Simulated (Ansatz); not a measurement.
# How far is this In₂As₃ from the hull?

All numbers below come from DFT PBE, scalar-relativistic, plane waves, PAW in Ansatz 0.2.0. All cells share a 420 eV cutoff and Γ-centred k meshes spaced at most about 0.3 Å⁻¹ (about 0.25 or finer for metals, 2π included). No spin polarisation.

Energies over the elements count from the elements' standard structures at the same level, with no fitted energy shifts.

These are static total energies at zero pressure. In In2As3 P-3m1 an odd number of electrons in the primitive cell allows no gap without spin; a larger cell or a magnetic state could open one. The reference form of As is held partly by dispersion forces, which this level lacks.

The competitors are the elements and 1 reference phase of this chemical system (from databases or known types: InAs), relaxed at the same level; other known phases may be missing.

The candidate was reached from: Ga3Ni2 type (P-3m1).

Space group P-3m1 (No. 164). a = 4.488 Å, b = 4.488 Å, c = 8.300 Å, α = 90.00°, β = 90.00°, γ = 120.00°
| atom | site | symmetry | x | y | z |
| --- | --- | --- | --- | --- | --- |
| In | 2d | 3m. | 0.3333 | 0.6667 | 0.1602 |
| As | 1a | -3m. | 0.0000 | 0.0000 | 0.0000 |
| As | 2d | 3m. | 0.3333 | 0.6667 | 0.4927 |

Q: Is it stable, and against what?

A: Not stable. Its formation energy is 0.057 eV/atom. The lowest competing mixture at this composition is this:

```json
{"phase": "As", "space group": "-", "source": "element", "share of atoms": "0.2000", "ΔE_f (eV/atom)": "-0.0005"}
{"phase": "InAs", "space group": "F-43m (No. 216)", "source": "Materials Project", "share of atoms": "0.8000", "ΔE_f (eV/atom)": "-0.244"}
```

The lowest database cell of As (-0.0005) lies slightly below the reference, hence the non-zero entry.

The mixture lies at -0.195 eV/atom, and the candidate lies 0.25 eV/atom above it. The candidate matches no cell in the subsets of the Crystallography Open Database and the Materials Project at hand. The margin is far too high for a likely synthesis. It holds As–As nets (shortest 2.59 Å).
